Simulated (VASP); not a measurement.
# C (Fd-3m) in VASP: a series of runs, part 2 of 2

VASP 6.6.1. Earlier steps stand in the parts before.

**3. Born charges and dielectric tensor, PBE**

INCAR

```
ALGO = Normal ; EDIFF = 1E-8
ENCUT = 520 ; GGA = PE
IBRION = 8 ; ISIF = 2
ISMEAR = 0 ; LASPH = True
LCHARG = False ; LEPSILON = True
LREAL = False ; LWAVE = False
NELM = 100 ; NSW = 1
PREC = Accurate ; SIGMA = 0.02
```

KPOINTS

```
k-points
0
Gamma
  6 6 6
```

POSCAR

```
C                                       
1.0
    0.0000000000      1.7868017501      1.7868017501
    1.7868017501      0.0000000000      1.7868017501
    1.7868017501      1.7868017501      0.0000000000
  C             
     2
Direct
     0.0000000000000000    0.0000000000000000    0.0000000000000000
     0.2500000000000000    0.2500000000000000    0.2500000000000000
```

Potentials or basis: VASP PAW PBE potentials, release 64 (C).

Run with:

```console
> cat potpaw_PBE.64/C/POTCAR > POTCAR
> mpirun -np 1 vasp_std > vasp.out
```

OUTCAR:

```text
EDIFF = 1E-8
   ENCUT = 520
   GGA = PE
   IBRION = 8
   ISIF = 2
   ISMEAR = 0
   LASPH = True
   LEPSILON = True
   LREAL = False
   NELM = 100
   NSW = 1
   PREC = Accurate

 ion  position               nearest neighbor table
   1  0.000  0.000  0.000-   2 1.55   2 1.55   2 1.55   2 1.55
   2  0.250  0.250  0.250-   1 1.55   1 1.55   1 1.55   1 1.55

  LATTYP: Found a face centered cubic cell.
 ALAT       =     3.5736035002

  Lattice vectors:

 A1 = (   0.0000000000,   1.7868017501,   1.7868017501)
 A2 = (   1.7868017501,   0.0000000000,   1.7868017501)
 A3 = (   1.7868017501,   1.7868017501,   0.0000000000)

Analysis of symmetry for initial positions (statically):
=====================================================================
 Subroutine PRICEL returns:
 Original cell was already a primitive cell.

 Routine SETGRP: Setting up the symmetry group for a
[... 461 lines left out ...]

 SECOND DERIVATIVES (NOT SYMMETRIZED)
 ------------------------------------
               1X          1Y          1Z          2X          2Y          2Z
  1X   -36.963076    0.000000    0.000000   36.963076    0.000000    0.000000
  1Y     0.000000  -36.963076    0.000000    0.000000   36.963076    0.000000
  1Z     0.000000    0.000000  -36.963076    0.000000    0.000000   36.963076
  2X    36.963076    0.000000    0.000000  -36.963076    0.000000    0.000000
  2Y     0.000000   36.963076    0.000000    0.000000  -36.963076    0.000000
  2Z     0.000000    0.000000   36.963076    0.000000    0.000000  -36.963076

 Eigenvectors and eigenvalues of the dynamical matrix
 ----------------------------------------------------

   1 f  =   38.784678 THz   243.691320 2PiTHz 1293.717607 cm-1   160.400468 meV
             X         Y         Z           dx          dy          dz
      0.000000  0.000000  0.000000     0.000000   -0.707107    0.000000
      0.893401  0.893401  0.893401     0.000000    0.707107    0.000000
[... 21 lines left out ...]
   6 f  =    0.000000 THz     0.000000 2PiTHz    0.000000 cm-1     0.000000 meV
             X         Y         Z           dx          dy          dz
      0.000000  0.000000  0.000000     0.000000    0.000000    0.707107
      0.893401  0.893401  0.893401     0.000000    0.000000    0.707107

--------------------------------------------------------------------------------------------------------

 MACROSCOPIC STATIC DIELECTRIC TENSOR IONIC CONTRIBUTION
 ------------------------------------------------------
           0.000000     0.000000     0.000000
           0.000000     0.000000     0.000000
           0.000000     0.000000     0.000000
 ------------------------------------------------------

 ELASTIC MODULI CONTR FROM IONIC RELAXATION (kBar)
 Direction    XX          YY          ZZ          XY          YZ          ZX
 --------------------------------------------------------------------------------
 XX          -0.0000     -0.0000     -0.0000      0.0000      0.0000     -0.0000
 YY          -0.0000     -0.0000     -0.0000      0.0000      0.0000      0.0000
 ZZ          -0.0000     -0.0000     -0.0000      0.0000      0.0000     -0.0000
 XY           0.0000      0.0000      0.0000    -26.2689      0.0000      0.0000
 YZ           0.0000      0.0000      0.0000      0.0000    -26.2689      0.0000
 ZX          -0.0000      0.0000     -0.0000      0.0000      0.0000    -26.2689
 --------------------------------------------------------------------------------

 PIEZOELECTRIC TENSOR IONIC CONTR  for field in x, y, z        (C/m^2)
          XX          YY          ZZ          XY          YZ          ZX
  --------------------------------------------------------------------------------
  x     0.00000    -0.00000    -0.00000     0.00000     0.00000     0.00000
  y     0.00000    -0.00000     0.00000     0.00000     0.00000     0.00000
  z    -0.00000    -0.00000     0.00000     0.00000     0.00000     0.00000
```

OSZICAR:

```text
N       E                     dE             d eps       ncg     rms          rms(c)
DAV:   1     0.536109888559E+01    0.53611E+01   -0.52168E+03   264   0.101E+03
DAV:   2    -0.186477428186E+02   -0.24009E+02   -0.21387E+02   392   0.119E+02
DAV:   3    -0.188065005435E+02   -0.15876E+00   -0.15876E+00   288   0.136E+01
[... 12 lines left out ...]
RMM:   6    -0.111786502104E+00    0.60163E-05   -0.42848E-06  1147   0.158E-03    0.521E-04
RMM:   7    -0.111782339470E+00    0.41626E-05   -0.18937E-07  1188   0.751E-04    0.783E-05
RMM:   8    -0.111782710504E+00   -0.37103E-06   -0.24763E-07  1183   0.133E-04    0.211E-05
RMM:   9    -0.111782346813E+00    0.36369E-06    0.16141E-07  1207   0.406E-05    0.391E-06
RMM:  10    -0.111782369378E+00   -0.22565E-07   -0.51876E-08  1151   0.710E-06    0.727E-07
RMM:  11    -0.111782367500E+00    0.18781E-08   -0.67911E-09   851   0.148E-06    0.966E-08
 Linear response finished
```

stdout:

```text
POSCAR found type information on POSCAR C
 POSCAR found :  1 types and       2 ions
 scaLAPACK will be used
 LDA part: xc-table for (Slater+PW92), standard interpolation
 POSCAR, INCAR and KPOINTS ok, starting setup
 FFT: planning ... GRIDC
 FFT: planning ... GRID_SOFT
 FFT: planning ... GRID
 WAVECAR not read
 entering main loop
 Linear response reoptimize wavefunctions to high precision
 Linear response G [H, r] |phi>, progress :
  Direction:   1
 Linear response G [H, r] |phi>, progress :
  Direction:   2
 Linear response G [H, r] |phi>, progress :
  Direction:   3
 Linear response to external field (no local field effect), progress :
  Direction:   1
 dielectric tensor                  component  1 :     7.333     2.999     0.776
 Linear response to external field (no local field effect), progress :
  Direction:   2
 dielectric tensor                  component  2 :     2.999     7.348    -0.896
 Linear response to external field (no local field effect), progress :
  Direction:   3
 dielectric tensor                  component  3 :     0.776    -0.896     4.121
 Linear response to external field, progress :
  Direction:   1
 dielectric tensor                  component  1 :     6.158     2.182     0.562
 Linear response to external field, progress :
  Direction:   2
 dielectric tensor                  component  2 :     2.002     6.158    -0.546
 Linear response to external field, progress :
  Direction:   3
 dielectric tensor                  component  3 :     0.317     1.043     6.158
 Linear response DOF=           1
 Linear response progress:
 first order change of Fermi-energy   0.26362E-03
 force on displaced ion       1 direction 1 : -36.963  -0.000  -0.000
 Born effective charge ion    1 direction 1 :  -0.058   0.000   0.000
 Born effective charges drift removed
 Linear response finished
```

Wall time 22 s (1 thread of Intel Xeon Platinum 8488C (Sapphire Rapids), shared host); peak memory 0.13 GiB.

What came out:

- Band gap on the k mesh: 4.14 eV, indirect (least direct gap 5.57 eV)
- Electronic dielectric tensor (diagonal): 6.16
- Born charges (mean of the diagonal): C +0.00 e
- Highest phonon frequency at Γ: 1294 cm⁻¹

Levels at points of the mesh, in eV from the valence-band top:
| k point | band 2 | band 3 | band 4 | band 5 | band 6 | band 7 |
| --- | --- | --- | --- | --- | --- | --- |
| (0.00, 0.00, 0.00) | 0.00 | 0.00 | 0.00 | 5.57 | 5.57 | 5.57 |
| (0.50, 0.00, 0.00) | -13.31 | -2.79 | -2.79 | 8.43 | 8.43 | 8.77 |
| (0.50, 0.50, 0.00) | -12.72 | -6.26 | -6.26 | 4.75 | 4.75 | 16.72 |

Phonon frequencies in cm⁻¹ (negative: imaginary):
| q point | frequencies |
| --- | --- |
| (0.000, 0.000, 0.000) | 0 0 0 1294 1294 1294 |

Electronic dielectric tensor:
```
6.16 0.00 0.00
0.00 6.16 0.00
0.00 0.00 6.16
```

Born effective charge tensors (e):
atom 1, C
```
0.00 0.00 0.00
0.00 0.00 0.00
0.00 0.00 0.00
```
atom 2, C
```
0.00 0.00 0.00
0.00 0.00 0.00
0.00 0.00 0.00
```

Caveat: the k mesh is coarse (spacing up to 0.51 Å⁻¹), so the values aren't converged. A k mesh can miss the band edges.
